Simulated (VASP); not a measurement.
# MoS2 in VASP: single point with PBEsol+D4

Aim: the single point of MoS2 with PBEsol+D4.

All numbers are computed with VASP 6.6.1; they aren't measurements. Logs are shortened: lines on timing, memory, paths and dates and some standing lists are left out, and cuts for length are marked.

## 1. The sheet as given

The cell holds a sheet with vacuum, 3 atoms: a = 3.125 Å, b = 3.125 Å, c = 30.040 Å, α = 90.00°, β = 90.00°, γ = 120.00°.

The cell was built by a generator and needn't be a form met in nature.

## 2. Single point, PBEsol+D4

INCAR

```
SYSTEM = MoS2
  ALGO = Fast
  DIPOL = 0.5 0.5 0.285
  EDIFF = 1E-6
  ENCUT = 520
  GGA = PS
  IDIPOL = 3
  ISIF = 2
  ISMEAR = 0
  IVDW = 13
  LASPH = .TRUE.
  LCHARG = .FALSE.
  LDIPOL = .TRUE.
  LREAL = .FALSE.
  LWAVE = .FALSE.
  NBANDS = 20
  NELM = 100
  PREC = Accurate
  SIGMA = 0.03
```

KPOINTS

```
k-points
0
G
  12 12 1
  0 0 0
```

POSCAR

```
MoS2
1.0
    3.1251712243      0.0000000000      0.0000000000
   -1.5625856121      2.7064776714      0.0000000000
    0.0000000000      0.0000000000     30.0399999981
S Mo
2 1
Direct
    0.6666666667      0.3333333333      0.2329752638
    0.6666666667      0.3333333333      0.3369315272
    0.3333333333      0.6666666667      0.2849533955
```

Potentials or basis: VASP PAW PBE potentials, release 64 (S, Mo_sv).

Run with:

```bash
$ cat potpaw_PBE.64/S/POTCAR potpaw_PBE.64/Mo_sv/POTCAR > POTCAR
$ mpirun -np 1 vasp_std > vasp.out
```

OUTCAR:

```text
SYSTEM = MoS2
   EDIFF = 1E-6
   ENCUT = 520
   GGA = PS
   ISIF = 2
   ISMEAR = 0
   IVDW = 13
   LASPH = .TRUE.
   LREAL = .FALSE.
   NELM = 100
   PREC = Accurate

 ion  position               nearest neighbor table
   1  0.667  0.333  0.233-   3 2.39   3 2.39   3 2.39
   2  0.667  0.333  0.337-   3 2.39   3 2.39   3 2.39
   3  0.333  0.667  0.285-   1 2.39   2 2.39   1 2.39   2 2.39   1 2.39   2 2.39

  LATTYP: Found a hexagonal cell.
 ALAT       =     3.1251712243
 C/A-ratio  =     9.6122733259

  Lattice vectors:

 A1 = (   3.1251712243,   0.0000000000,   0.0000000000)
 A2 = (  -1.5625856121,   2.7064776714,   0.0000000000)
 A3 = (   0.0000000000,   0.0000000000,  30.0399999981)

Analysis of symmetry for initial positions (statically):
=====================================================================
 Subroutine PRICEL returns:
 Original cell was already a primitive cell.

 Routine SETGRP: Setting up the symmetry group for a
 hexagonal supercell.

 Subroutine GETGRP returns: Found 12 space group operations
 (whereof  6 operations were pure point group operations)
 out of a pool of 24 trial point group operations.

The static configuration has the point symmetry C_3v.
 The point group associated with its full space group is D_3h.

Analysis of symmetry for dynamics (positions and initial velocities):
=====================================================================
 Subroutine PRICEL returns:
 Original cell was already a primitive cell.

 Routine SETGRP: Setting up the symmetry group for a
 hexagonal supercell.

 Subroutine GETGRP returns: Found 12 space group operations
 (whereof  6 operations were pure point group operations)
 out of a pool of 24 trial point group operations.

The dynamic configuration has the point symmetry C_3v.
 The point group associated with its full space group is D_3h.

 Subroutine INISYM returns: Found 12 space group operations
 (whereof  6 operations are pure point group operations),
 and found     1 'primitive' translations

----------------------------------------------------------------------------------------

                                     Primitive cell

  volume of cell :     254.0845

  direct lattice vectors                    reciprocal lattice vectors
     3.125171224  0.000000000  0.000000000     0.319982468  0.184741964  0.000000000
    -1.562585612  2.706477671  0.000000000     0.000000000  0.369483928  0.000000000
     0.000000000  0.000000000 30.039999998     0.000000000  0.000000000  0.033288948

  length of vectors
     3.125171224  3.125171224 30.039999998     0.369483928  0.369483928  0.033288948

  position of ions in fractional coordinates (direct lattice)
     0.666666667  0.333333333  0.232975264
     0.666666667  0.333333333  0.336931527
     0.333333333  0.666666667  0.284953395

  ion indices of the primitive-cell ions
   primitive index   ion index
                 1           1
                 2           2
                 3           3

----------------------------------------------------------------------------------------

 KPOINTS: k-points

Automatic generation of k-mesh.
 Grid dimensions read from file:
 generate k-points for:   12   12    1

 Generating k-lattice:

  Cartesian coordinates                     Fractional coordinates (reciprocal lattice)
     0.026665206  0.015395164  0.000000000     0.083333333 -0.000000000  0.000000000
     0.000000000  0.030790327  0.000000000     0.000000000  0.083333333  0.000000000
     0.000000000  0.000000000  0.033288948     0.000000000  0.000000000  1.000000000

  Length of vectors
     0.030790327  0.030790327  0.033288948

  Shift w.r.t. Gamma in fractional coordinates (k-lattice)
     0.000000000  0.000000000  0.000000000

 Subroutine IBZKPT returns following result:
 ===========================================

 Found     19 irreducible k-points:

 Following reciprocal coordinates:
            Coordinates               Weight
  0.000000  0.000000  0.000000      1.000000
  0.083333  0.000000  0.000000      6.000000
  0.166667 -0.000000  0.000000      6.000000
  0.250000 -0.000000  0.000000      6.000000
  0.333333 -0.000000  0.000000      6.000000
  0.416667 -0.000000  0.000000      6.000000
[... 11 lines left out ...]
  0.333333  0.250000  0.000000     12.000000
  0.333333  0.333333  0.000000      2.000000
   k-points           NKPTS =     19   k-points in BZ     NKDIM =     19   number of bands    NBANDS=     20
   number of dos      NEDOS =    301   number of ions     NIONS =      3
   total plane-waves  NPLWV = 129024
   dimension x,y,z NGX =    24 NGY =   24 NGZ =  224
   dimension x,y,z NGXF=    48 NGYF=   48 NGZF=  448
   ions per type =               2   1
   NGX,Y,Z   is equivalent  to a cutoff of  12.77, 12.77, 12.40 a.u.
   NGXF,Y,Z  is equivalent  to a cutoff of  25.53, 25.53, 24.79 a.u.
 SYSTEM =  MoS2
   PREC   = accura    normal or accurate (medium, high low for compatibility)
   ISTART =      0    job   : 0-new  1-cont  2-samecut
   ICHARG =      2    charge: 1-file 2-atom 10-const
   ISPIN  =      1    spin polarized calculation?
   LNONCOLLINEAR =      F non collinear calculations
   LSORBIT =      F    spin-orbit coupling
   LASPH  =      T    aspherical Exc in radial PAW
   ENCUT  =  520.0 eV  38.22 Ry    6.18 a.u.   5.81  5.81 55.85*2*pi/ulx,y,z
   NELM   =    100;   NELMIN=  2; NELMDL= -5     # of ELM steps
   EDIFF  = 0.1E-05   stopping-criterion for ELM
   LREAL  =      F    real-space projection
   EDIFFG = 0.1E-04   stopping-criterion for IOM
   NSW    =      0    number of steps for IOM
   IBRION =     -1    ionic relax: 0-MD 1-quasi-New 2-CG
   NFREE  =      0    steps in history (QN), initial steepest desc. (CG)
   ISIF   =      2    stress and relaxation
   ISYM   =      2    0-nonsym 1-usesym 2-fastsym
   POTIM  = 0.5000    time-step for ionic-motion
   TEBEG  =    0.0;   TEEND  =   0.0 temperature during run
   PSTRESS=    0.0 pullay stress
   NELECT =      26.0000    total number of electrons
   NUPDOWN=      -1.0000    fix difference up-down
   EMIN   =  10.00;   EMAX   =-10.00  energy-range for DOS
   EFERMI =   0.00;   METHOD = LEGACY
   ISMEAR =     0;   SIGMA  =   0.03  broadening in eV -4-tet -1-fermi 0-gaus
   EFERMI_NEDOS =   21; number of points for ismear=-14 and -15
   IALGO  =     68    algorithm
   IMIX   =      4    mixing-type and parameters
     AMIX     =   0.40;   BMIX     =  1.00
     AMIX_MAG =   1.60;   BMIX_MAG =  1.00
  volume/ion in A,a.u.               =      84.69       571.55
  Fermi-wavevector in a.u.,A,eV,Ry     =   0.765726  1.447012  7.977583  0.586336
  Thomas-Fermi vector in A             =   1.865909
   LORBIT       =      0    0 simple, 1 ext, 2 COOP (PROOUT), +10 PAW based schemes
   GGA     = PS    functional components
   LHFCALC =     F    Hartree Fock is set to
   AEXX    =    0.0000 exact exchange contribution
   IVDW    =    13    specifies the selected vdW correction
   LEPSILON=     F    determine dielectric tensor
   LRPA    =     F    only Hartree local field effects (RPA)
 non-spin polarized calculation
 RMM-DIIS sequential band-by-band and
 Gauss-broadening in eV      SIGMA  =   0.03
  energy-cutoff  :      520.00
  volume of cell :      254.08
 maximum number of plane-waves:      6886
 NGX is ok and might be reduce to    24
   NGX = 11   NGY = 11   NGZ =111

 dipolmoment           0.000000      0.000000     -0.000007 electrons x Angstroem

 number of electron      25.9999999 magnetization

 dipolmoment           0.000000      0.000000      0.000013 electrons x Angstroem

 Free energy of the ion-electron system (eV)
  ---------------------------------------------------
  ext. energy  EPLUGINS =         0.00000000
  ---------------------------------------------------
  free energy    TOTEN  =       -23.42244139 eV

  energy without entropy =      -23.42244139  energy(sigma->0) =      -23.42244139

 E-fermi :  -2.9208     XC(G=0):  -2.6384

 val. band max:       -3.2522533462   @ k =   0.3333   0.3333   0.0000
 cond. band min:      -1.3843733502   @ k =   0.3333   0.3333   0.0000
 fundamental gap:      1.8678799960
 Fermi energy:        -2.9208057299

 k-point     1 :       0.0000    0.0000    0.0000
  band No.  band energies     occupation
      1     -63.9398      2.00000
      2     -38.1640      2.00000
      3     -37.8793      2.00000
      4     -37.8793      2.00000
      5     -17.5293      2.00000
      6     -16.1681      2.00000
[... 12 lines left out ...]
     19       2.3716      0.00000
     20       3.1683      0.00000

 k-point     2 :       0.0833    0.0000    0.0000
  band No.  band energies     occupation
      1     -63.9366      2.00000
      2     -38.1578      2.00000
      3     -37.9108      2.00000
      4     -37.8864      2.00000
      5     -17.4172      2.00000
      6     -16.1219      2.00000
[... 12 lines left out ...]
     19       2.5132      0.00000
     20       3.7047      0.00000

 k-point     3 :       0.1667   -0.0000    0.0000
  band No.  band energies     occupation
      1     -63.9277      2.00000
      2     -38.1408      2.00000
      3     -37.9959      2.00000
      4     -37.9057      2.00000
      5     -17.0978      2.00000
      6     -15.9903      2.00000
[... 12 lines left out ...]
     19       2.9273      0.00000
     20       3.2812      0.00000

 k-point     4 :       0.2500   -0.0000    0.0000
  band No.  band energies     occupation
      1     -63.9156      2.00000
      2     -38.1174      2.00000
      3     -38.1103      2.00000
      4     -37.9320      2.00000
      5     -16.6227      2.00000
      6     -15.7963      2.00000
[... 12 lines left out ...]
     19       3.5764      0.00000
     20       3.9717      0.00000

 k-point     5 :       0.3333   -0.0000    0.0000
  band No.  band energies     occupation
      1     -63.9034      2.00000
      2     -38.2229      2.00000
      3     -38.0940      2.00000
      4     -37.9581      2.00000
      5     -16.0846      2.00000
      6     -15.5817      2.00000
[... 12 lines left out ...]
     19       4.2668      0.00000
     20       4.7525      0.00000

 k-point     6 :       0.4167   -0.0000    0.0000
  band No.  band energies     occupation
      1     -63.8945      2.00000
      2     -38.3041      2.00000
      3     -38.0768      2.00000
      4     -37.9771      2.00000
      5     -15.6302      2.00000
      6     -15.4080      2.00000
[... 12 lines left out ...]
     19       4.5177      0.00000
     20       4.8057      0.00000

 k-point     7 :       0.5000   -0.0000    0.0000
  band No.  band energies     occupation
      1     -63.8912      2.00000
      2     -38.3336      2.00000
      3     -38.0705      2.00000
      4     -37.9841      2.00000
      5     -15.4456      2.00000
      6     -15.3401      2.00000
[... 12 lines left out ...]
     19       4.6349      0.00000
     20       5.1151      0.00000
[... 162 lines left out ...]
 k-point    15 :       0.3333    0.1667    0.0000
  band No.  band energies     occupation
      1     -63.8913      2.00000
      2     -38.2770      2.00000
      3     -38.0706      2.00000
      4     -38.0434      2.00000
      5     -15.4706      2.00000
      6     -15.3194      2.00000
[... 12 lines left out ...]
     19       5.4789      0.00000
     20       5.5020      0.00000

 k-point    16 :       0.4167    0.1667    0.0000
  band No.  band energies     occupation
      1     -63.8884      2.00000
      2     -38.2966      2.00000
      3     -38.0651      2.00000
      4     -38.0556      2.00000
      5     -15.3087      2.00000
      6     -15.2538      2.00000
[... 12 lines left out ...]
     19       6.0127      0.00000
     20       6.0645      0.00000

 k-point    17 :       0.2500    0.2500    0.0000
  band No.  band energies     occupation
      1     -63.8913      2.00000
      2     -38.2502      2.00000
      3     -38.0711      2.00000
      4     -38.0706      2.00000
      5     -15.4788      2.00000
      6     -15.3124      2.00000
[... 12 lines left out ...]
     19       5.2321      0.00000
     20       5.5185      0.00000

 k-point    18 :       0.3333    0.2500    0.0000
  band No.  band energies     occupation
      1     -63.8868      2.00000
      2     -38.2557      2.00000
      3     -38.1165      2.00000
      4     -38.0620      2.00000
      5     -15.2297      2.00000
      6     -15.2006      2.00000
[... 12 lines left out ...]
     19       5.0631      0.00000
     20       6.1386      0.00000

 k-point    19 :       0.3333    0.3333    0.0000
  band No.  band energies     occupation
      1     -63.8852      2.00000
      2     -38.2214      2.00000
      3     -38.1699      2.00000
      4     -38.0588      2.00000
      5     -15.1531      2.00000
      6     -15.1398      2.00000
[... 12 lines left out ...]
     19       4.3746      0.00000
     20       6.4295      0.00000

------------------------ aborting loop because EDIFF is reached ----------------------------------------

 vacuum level on the upper side and lower side of the slab       (xc-potential included)        -0.008        -0.008

  DFT-D4 for vdW energy calculation

  Edisp (eV):   -0.51427

  FORCE on cell =-STRESS in cart. coord.  units (eV):
  Direction    XX          YY          ZZ          XY          YZ          ZX
  --------------------------------------------------------------------------------------
  -------------------------------------------------------------------------------------
  Total      -0.00974    -0.00974    -0.02894    -0.00000     0.00000     0.00000
  in kB      -0.06145    -0.06145    -0.18252    -0.00000     0.00000     0.00000
  external pressure =       -0.10 kB  Pullay stress =        0.00 kB

 VOLUME and BASIS-vectors are now :
 -----------------------------------------------------------------------------
  energy-cutoff  :      520.00
  volume of cell :      254.08
      direct lattice vectors                 reciprocal lattice vectors
     3.125171224  0.000000000  0.000000000     0.319982468  0.184741964  0.000000000
    -1.562585612  2.706477671  0.000000000     0.000000000  0.369483928  0.000000000
     0.000000000  0.000000000 30.039999998     0.000000000  0.000000000  0.033288948

 POSITION                                       TOTAL-FORCE (eV/Angst)
 -----------------------------------------------------------------------------------
      1.56259      0.90216      6.99858         0.000000      0.000000      0.004337
      1.56259      0.90216     10.12142         0.000000     -0.000000     -0.004337
     -0.00000      1.80432      8.56000        -0.000000      0.000000      0.000000
 -----------------------------------------------------------------------------------
    total drift:                                0.000000      0.000000      0.000173

  FREE ENERGIE OF THE ION-ELECTRON SYSTEM (eV)
  ---------------------------------------------------
  free  energy   TOTEN  =       -23.9367134677 eV

  energy  without entropy=      -23.9367134677  energy(sigma->0) =      -23.93671347

 vacuum level on the upper side and lower side of the slab         2.661         2.661
```

It took 98 s on 1 thread of AMD EPYC 9R45 (Zen 5), shared host; peak memory 0.35 GiB.

Results:

```yaml
Free_energy: -23.9367 eV
Largest_force: 0.004 eV/Å
Band_gap_on_the_k_mesh: 1.87 eV, direct
Dispersion_energy_per_atom: -0.171 eV
```

Forces on the atoms (eV/Å):
```
S    0.000  0.000  0.004
S    0.000  0.000 -0.004
Mo   0.000  0.000  0.000
```

Caveat: the PAW data sets were made with another functional, which shifts forces and pressure a little.
